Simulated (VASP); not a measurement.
# Mg (P6_3/mmc) in VASP: notebook

Runs on Mg. Level: PBEsol. Tasks: relaxation of cell and atoms.

Everything below comes from runs of VASP 6.6.1. Logs are shortened: lines on timing, memory, paths and dates and some standing lists are left out, and cuts for length are marked.

## Step 1: Starting point

It takes space group P6_3/mmc (No. 194, hexagonal). Conventional cell: a = 3.209 Å, b = 3.209 Å, c = 5.210 Å, α = 90.00°, β = 90.00°, γ = 120.00°. Mg (site symmetry -6m2) is surrounded by 12 Mg at 3.20 to 3.21 Å.

## Step 2: Relaxation of cell and atoms, PBEsol

The input, INCAR:

```
ALGO = Normal
EDIFF = 1E-6
EDIFFG = -0.01
ENCUT = 600
GGA = PS
IBRION = 2
ISIF = 3
ISMEAR = 1
LASPH = True
LCHARG = False
LREAL = False
LWAVE = False
NELM = 80
NSW = 90
PREC = Accurate
SIGMA = 0.1
```

The input, KPOINTS:

```
k-points
0
Gamma
  15 15 7
```

The input, POSCAR:

```
Mg
1.0
    3.2093000000      0.0000000000      0.0000000000
   -1.6046500000      2.7793353284      0.0000000000
    0.0000000000      0.0000000000      5.2103000000
Mg
2
Direct
    0.3333333333      0.6666666667      0.2500000000
    0.6666666667      0.3333333333      0.7500000000
```

Potentials or basis: VASP PAW PBE potentials, release 64 (Mg).

Launch:

```console
cat potpaw_PBE.64/Mg/POTCAR > POTCAR
mpirun -np 1 vasp_std > vasp.out
```

OUTCAR:

```text
EDIFF = 1E-6
   EDIFFG = -0.01
   ENCUT = 600
   GGA = PS
   IBRION = 2
   ISIF = 3
   ISMEAR = 1
   LASPH = True
   LREAL = False
   NELM = 80
   NSW = 90
   PREC = Accurate

 ion  position               nearest neighbor table
   1  0.333  0.667  0.250-   2 3.20   2 3.20   2 3.20   2 3.20   2 3.20   2 3.20
   2  0.667  0.333  0.750-   1 3.20   1 3.20   1 3.20   1 3.20   1 3.20   1 3.20

  LATTYP: Found a hexagonal cell.
 ALAT       =     3.2093000000
 C/A-ratio  =     1.6235004518

  Lattice vectors:

 A1 = (   3.2093000000,   0.0000000000,   0.0000000000)
 A2 = (  -1.6046500000,   2.7793353284,   0.0000000000)
 A3 = (   0.0000000000,   0.0000000000,   5.2103000000)

Analysis of symmetry for initial positions (statically):
=====================================================================
 Subroutine PRICEL returns:
 Original cell was already a primitive cell.

 Routine SETGRP: Setting up the symmetry group for a
 hexagonal supercell.

 Subroutine GETGRP returns: Found 24 space group operations
 (whereof 12 operations were pure point group operations)
 out of a pool of 24 trial point group operations.

The static configuration has the point symmetry D_3d.
 The point group associated with its full space group is D_6h.

Analysis of symmetry for dynamics (positions and initial velocities):
=====================================================================
 Subroutine PRICEL returns:
 Original cell was already a primitive cell.

 Routine SETGRP: Setting up the symmetry group for a
 hexagonal supercell.

 Subroutine GETGRP returns: Found 24 space group operations
 (whereof 12 operations were pure point group operations)
 out of a pool of 24 trial point group operations.

The dynamic configuration has the point symmetry D_3d.
 The point group associated with its full space group is D_6h.

 Subroutine INISYM returns: Found 24 space group operations
 (whereof 12 operations are pure point group operations),
 and found     1 'primitive' translations

----------------------------------------------------------------------------------------

                                     Primitive cell

  volume of cell :      46.4744

  direct lattice vectors                    reciprocal lattice vectors
     3.209300000  0.000000000  0.000000000     0.311594429  0.179899127  0.000000000
    -1.604650000  2.779335328  0.000000000     0.000000000  0.359798255  0.000000000
     0.000000000  0.000000000  5.210300000     0.000000000  0.000000000  0.191927528

  length of vectors
     3.209300000  3.209300000  5.210300000     0.359798255  0.359798255  0.191927528

  position of ions in fractional coordinates (direct lattice)
     0.333333333  0.666666667  0.250000000
     0.666666667  0.333333333  0.750000000

  ion indices of the primitive-cell ions
   primitive index   ion index
                 1           1
                 2           2

----------------------------------------------------------------------------------------

 KPOINTS: k-points

Automatic generation of k-mesh.
 Grid dimensions read from file:
 generate k-points for:   15   15    7

 Generating k-lattice:

  Cartesian coordinates                     Fractional coordinates (reciprocal lattice)
     0.020772962  0.011993275  0.000000000     0.066666667 -0.000000000  0.000000000
     0.000000000  0.023986550  0.000000000     0.000000000  0.066666667  0.000000000
     0.000000000  0.000000000  0.027418218     0.000000000  0.000000000  0.142857143

  Length of vectors
     0.023986550  0.023986550  0.027418218

  Shift w.r.t. Gamma in fractional coordinates (k-lattice)
     0.000000000  0.000000000  0.000000000

 Subroutine IBZKPT returns following result:
 ===========================================

 Found    108 irreducible k-points:

 Following reciprocal coordinates:
            Coordinates               Weight
  0.000000  0.000000  0.000000      1.000000
  0.066667  0.000000  0.000000      6.000000
  0.133333 -0.000000  0.000000      6.000000
  0.200000 -0.000000  0.000000      6.000000
  0.266667 -0.000000  0.000000      6.000000
  0.333333  0.000000  0.000000      6.000000
[... 16 lines left out ...]
  0.333333  0.200000  0.000000     12.000000
  0.400000  0.200000  0.000000      6.000000
 [... further k-points ...]
   k-points           NKPTS =    108   k-points in BZ     NKDIM =    108   number of bands    NBANDS=      6
   number of dos      NEDOS =    301   number of ions     NIONS =      2
   total plane-waves  NPLWV =  32928
   dimension x,y,z NGX =    28 NGY =   28 NGZ =   42
   dimension x,y,z NGXF=    56 NGYF=   56 NGZF=   84
   ions per type =               2
   NGX,Y,Z   is equivalent  to a cutoff of  14.50, 14.50, 13.40 a.u.
   NGXF,Y,Z  is equivalent  to a cutoff of  29.01, 29.01, 26.80 a.u.
 SYSTEM =  unknown system
   PREC   = accura    normal or accurate (medium, high low for compatibility)
   ISTART =      0    job   : 0-new  1-cont  2-samecut
   ICHARG =      2    charge: 1-file 2-atom 10-const
   ISPIN  =      1    spin polarized calculation?
   LNONCOLLINEAR =      F non collinear calculations
   LSORBIT =      F    spin-orbit coupling
   LASPH  =      T    aspherical Exc in radial PAW
   ENCUT  =  600.0 eV  44.10 Ry    6.64 a.u.   6.41  6.41 10.41*2*pi/ulx,y,z
   NELM   =     80;   NELMIN=  2; NELMDL= -5     # of ELM steps
   EDIFF  = 0.1E-05   stopping-criterion for ELM
   LREAL  =      F    real-space projection
   EDIFFG = -.1E-01   stopping-criterion for IOM
   NSW    =     90    number of steps for IOM
   IBRION =      2    ionic relax: 0-MD 1-quasi-New 2-CG
   NFREE  =      1    steps in history (QN), initial steepest desc. (CG)
   ISIF   =      3    stress and relaxation
   ISYM   =      2    0-nonsym 1-usesym 2-fastsym
   POTIM  = 0.5000    time-step for ionic-motion
   TEBEG  =    0.0;   TEEND  =   0.0 temperature during run
   PSTRESS=    0.0 pullay stress
   NELECT =       4.0000    total number of electrons
   NUPDOWN=      -1.0000    fix difference up-down
   EMIN   =  10.00;   EMAX   =-10.00  energy-range for DOS
   EFERMI =   0.00;   METHOD = LEGACY
   ISMEAR =     1;   SIGMA  =   0.10  broadening in eV -4-tet -1-fermi 0-gaus
   EFERMI_NEDOS =   21; number of points for ismear=-14 and -15
   IALGO  =     38    algorithm
   IMIX   =      4    mixing-type and parameters
     AMIX     =   0.40;   BMIX     =  1.00
     AMIX_MAG =   1.60;   BMIX_MAG =  1.00
  volume/ion in A,a.u.               =      23.24       156.81
  Fermi-wavevector in a.u.,A,eV,Ry     =   0.722809  1.365911  7.108401  0.522453
  Thomas-Fermi vector in A             =   1.812866
   LORBIT       =      0    0 simple, 1 ext, 2 COOP (PROOUT), +10 PAW based schemes
   GGA     = PS    functional components
   LHFCALC =     F    Hartree Fock is set to
   AEXX    =    0.0000 exact exchange contribution
   IVDW    =     0    specifies the selected vdW correction
   LEPSILON=     F    determine dielectric tensor
   LRPA    =     F    only Hartree local field effects (RPA)
 conjugate gradient relaxation of ions
 non-spin polarized calculation
 Methfessel and Paxton  Order N= 1 SIGMA  =   0.10
  energy-cutoff  :      600.00
  volume of cell :       46.47
 maximum number of plane-waves:      1569
 NGX is ok and might be reduce to    28
   NGX = 13   NGY = 13   NGZ = 21

--------------------------------------- Ionic step        1  -------------------------------------------

 number of electron       4.0000000 magnetization

 Free energy of the ion-electron system (eV)
  ---------------------------------------------------
  ext. energy  EPLUGINS =         0.00000000
  ---------------------------------------------------
  free energy    TOTEN  =        -3.44386938 eV

  energy without entropy =       -3.44404397  energy(sigma->0) =       -3.44392758

------------------------ aborting loop because EDIFF is reached ----------------------------------------

  FORCE on cell =-STRESS in cart. coord.  units (eV):
  Direction    XX          YY          ZZ          XY          YZ          ZX
  --------------------------------------------------------------------------------------
  -------------------------------------------------------------------------------------
  Total       -0.2357734     -0.2357734     -0.5494493      0.0000000     -0.0000000      0.0000000
  in kB       -8.1281432     -8.1281432    -18.9419310      0.0000000     -0.0000000      0.0000000
  external PRESSURE =     -11.7327392 kB  Pullay stress =       0.0000000 kB
[... 237 lines left out ...]
  energy  without entropy=       -3.4505244379  energy(sigma->0) =       -3.45081482

--------------------------------------- Ionic step        8  -------------------------------------------

 number of electron       4.0000000 magnetization

 Free energy of the ion-electron system (eV)
  ---------------------------------------------------
  ext. energy  EPLUGINS =         0.00000000
  ---------------------------------------------------
  free energy    TOTEN  =        -3.45097330 eV

  energy without entropy =       -3.45054773  energy(sigma->0) =       -3.45083144

 E-fermi :   2.6569     XC(G=0):  -8.5984

 val. band max:        2.6344649367   @ k =   0.4000   0.0667   0.2857
 cond. band min:       2.6894593876   @ k =   0.3333   0.1333   0.0000
 fundamental gap:      0.0549944510
 Fermi energy:         2.6568676767

 k-point     1 :       0.0000    0.0000    0.0000
  band No.  band energies     occupation
      1      -4.3188      2.00000
      2       1.0820      2.00000
      3       1.6403      2.00000
      4      13.5434      0.00000
      5      13.5434      0.00000
      6      13.6569      0.00000

 k-point     2 :       0.0667    0.0000    0.0000
  band No.  band energies     occupation
      1      -4.2312      2.00000
      2       1.1616      2.00000
      3       1.7250      2.00000
      4      11.7949      0.00000
      5      12.5758      0.00000
      6      13.4142      0.00000
[... 190 lines left out ...]
 k-point    24 :       0.4000    0.2000    0.0000
  band No.  band energies     occupation
      1       1.0242      2.00000
      2       1.0481      2.00000
      3       4.5514     -0.00000
      4       5.9434      0.00000
      5       6.3145      0.00000
      6       6.6521      0.00000

 [... further k-points ...]
[... 5 lines left out ...]
  --------------------------------------------------------------------------------------
  -------------------------------------------------------------------------------------
  Total        0.0002766      0.0002766     -0.0011780      0.0000000      0.0000000      0.0000000
  in kB        0.0098520      0.0098520     -0.0419643      0.0000000      0.0000000      0.0000000
  external PRESSURE =      -0.0074201 kB  Pullay stress =       0.0000000 kB
[... 17 lines left out ...]
  FREE ENERGIE OF THE ION-ELECTRON SYSTEM (eV)
  ---------------------------------------------------
  free  energy   TOTEN  =        -3.4509732968 eV

  energy  without entropy=       -3.4505477348  energy(sigma->0) =       -3.45083144

 reached required accuracy - stopping structural energy minimisation
```

Wall time 94 s (1 thread of Intel Xeon Platinum 8375C at 2.90GHz (Ice Lake), shared host); peak memory 0.21 GiB.

What came out:

* Free energy: -3.4510 eV
* Relaxed volume: 22.49 Å³/atom
* Relaxed cell: a = 3.195 Å, b = 3.195 Å, c = 5.089 Å, α = 90.00°, β = 90.00°, γ = 120.00°
* Space group after relaxing (to 0.05 Å): P6_3/mmc (No. 194)
* Energy gained by relaxing: 3.6 meV/atom
* Ionic steps: 8
* Pressure after relaxing: 0.0 GPa
* Band gap on the k mesh: none (metal or under the smearing width)

Step by step:
```
step  energy change (eV)  largest force (eV/Å)  pressure (GPa)  volume (Å³)
   1              0.0000                0.0000           -1.17        46.47
   2             -0.0064                0.0000           -0.30        45.34
   3             -0.0069                0.0000            0.04        44.93
   4             -0.0069                0.0000            0.07        44.90
   5             -0.0070                0.0000            0.03        44.94
   6             -0.0071                0.0000           -0.04        45.02
   7             -0.0071                0.0000           -0.05        45.04
   8             -0.0071                0.0000            0.00        44.98
```

Final structure:
```
Mg
1.0
     3.19453    0.00000    0.00000
    -1.59726    2.76654    0.00000
     0.00000    0.00000    5.08900
Mg
2
Direct
  0.33333 0.66667 0.25000
  0.66667 0.33333 0.75000
```

Caveat: the PAW data sets were made with another functional, which shifts forces and pressure a little.

## Step 3: Relaxation of cell and atoms, PBEsol

This run uses another cell than the first one, of 22.49 Å³/atom, 0.968 times its volume.

INCAR, as its differences from that of step 2:

```diff
@@ -1,4 +1,4 @@
 ALGO = Normal
-EDIFF = 1E-6
-EDIFFG = -0.01
+EDIFF = 1E-7
+EDIFFG = -0.005
 ENCUT = 600
```

KPOINTS is that of step 2.

The input, POSCAR:

```
Mg                                      
1.0
    3.1945251362     -0.0000000000      0.0000000000
   -1.5972625681      2.7665399210     -0.0000000000
   -0.0000000000     -0.0000000000      5.0890011583
  Mg            
     2
Direct
     0.3333333332999970    0.6666666667000030    0.2500000000000000
     0.6666666667000030    0.3333333332999970    0.7500000000000000
```

Potentials or basis: VASP PAW PBE potentials, release 64 (Mg).

Launch:

```console
cat potpaw_PBE.64/Mg/POTCAR > POTCAR
mpirun -np 1 vasp_std > vasp.out
```

It took 34 s on 1 thread of Intel Xeon Platinum 8375C at 2.90GHz (Ice Lake), shared host; peak memory 0.19 GiB.

Results (log left out):

* Free energy: -3.4510 eV
* Pressure after relaxing: 0.0 GPa
* Band gap on the k mesh: none (metal or under the smearing width)

Final structure:
```cif
data_structure
_symmetry_space_group_name_H-M 'P 1'
_symmetry_Int_Tables_number 1
_cell_length_a 3.1945
_cell_length_b 3.1945
_cell_length_c 5.0890
_cell_angle_alpha 90.000
_cell_angle_beta 90.000
_cell_angle_gamma 120.000
_cell_volume 44.98
loop_
_atom_site_label
_atom_site_type_symbol
_atom_site_fract_x
_atom_site_fract_y
_atom_site_fract_z
_atom_site_occupancy
Mg1 Mg 0.33333 0.66667 0.25000 1
Mg2 Mg 0.66667 0.33333 0.75000 1
```

Levels at points of the mesh, in eV from the Fermi level:
```tsv
k point	band 1	band 2	band 3	band 4	band 5	band 6
(0.00, 0.00, 0.00)	-6.98	-1.57	-1.02	10.89	10.89	11.00
```

Caveat: the relaxation stopped at its first step, so nothing moved; the PAW data sets were made with another functional, which shifts forces and pressure a little.
